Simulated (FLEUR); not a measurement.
## FeO (Wuestite): single point with PBEsol+U

FeO (Wuestite):

```xyz
2
Lattice="0.0000 2.1554 2.1554 2.1554 0.0000 2.1554 2.1554 2.1554 0.0000" Properties=species:S:1:pos:R:3 pbc="T T T"
Fe    0.0000    0.0000    0.0000
O     2.1554    2.1554    2.1554
```

```json
{
  "Program": "FLEUR MaX-R8.1 (later development tree)",
  "Task": "single point",
  "Functional": "PBEsol",
  "Potentials or basis": "all-electron",
  "Basis": "FLAPW",
  "Kmax": "4.62 1/bohr",
  "k mesh": "9 × 9 × 9",
  "Occupations": "fermi-dirac, width 0.05 eV",
  "Spin": "collinear spin, ferromagnetic start",
  "Starting moments": "[3.0, 0.0] μB",
  "Hubbard terms": "Fe d U = 3 eV"
}
```

```json
{
  "Band gap on the k mesh": "none (metal or under the smearing width)",
  "Net moment": "4.00 μB per cell",
  "Site moments": "Fe +3.69; O +0.25 μB",
  "Valence electrons inside the program's atomic spheres": "Fe 14.13; O 5.20 (radii Fe 2.12, O 1.62 bohr)"
}
```

Levels at points of the mesh, in eV from the Fermi level:
Spin up:
```tsv
k point	band 9	band 10	band 11	band 12	band 13	band 14	band 15	band 16	band 17	band 18
(0.00, 0.00, 0.00)	-5.60	-5.60	-4.20	-4.20	-4.20	-0.47	14.61	16.65	16.65	16.65
```
Spin down:
| k point | band 7 | band 8 | band 9 | band 10 | band 11 | band 12 |
| --- | --- | --- | --- | --- | --- | --- |
| (0.00, 0.00, 0.00) | -3.72 | -3.72 | -0.72 | -0.72 | -0.72 | 0.23 |

Eigenvalues of the final occupation matrices:
```csv
site,spin,trace,eigenvalues
atom type 1,1,4.71,0.93 0.93 0.93 0.96 0.96
atom type 1,2,1.05,0.10 0.10 0.29 0.29 0.29
```

Core levels (eV from the Fermi level):
```tsv
atom	levels
1 Fe	1s1/2 -6984.6, 2s1/2 -813.7, 2p1/2 -701.0, 2p3/2 -688.6
2 O	1s1/2 -505.7
```

Run time: 35 s on 1 thread of Arm Neoverse V1, on a shared host, peak memory 0.06 GiB.

The gap isn't set beside the measured one, since this odd mesh misses points on the zone boundary.

Caveat: a cell with one magnetic atom can't hold antiferromagnetic order, which such compounds often take. The state reached can hang on the start; a lower one may exist.
